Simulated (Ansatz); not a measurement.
Au:

```
Au
1.0
     2.74841    0.00000    0.00000
     0.00000    2.74841    0.00000
     0.00000    0.00000    2.74841
Au
1
Direct
  0.50000 0.50000 0.50000
```

The cell was built by a generator and needn't be a form met in nature.

Base run:

```yaml
Program: Ansatz 0.2.0
Functional: PBEsol
Potentials_or_basis: Ansatz PAW
Cutoff: "420 eV (not typed: the program's choice for these potentials)"
k_mesh: 10 × 10 × 10
Occupations: fermi-dirac, width 0.05 eV
Spin: no spin polarisation
```

Its results: band gap on the k mesh none (metal or under the smearing width); pressure -6.3 GPa.

**Question.** The run is repeated on the same cell with these changes: functional from PBEsol to LDA. What comes out?

**Answer.** Band gap on the k mesh none (metal or under the smearing width); pressure -10.0 GPa.

LDA binds more tightly than PBEsol, so the same cell stands under less pressure.

Caveats: spin-orbit coupling is left out, which moves the levels of the heavy elements; the PAW data sets come from PBE, with cores solved anew for the run's functional, which leaves a small shift of forces and pressure.
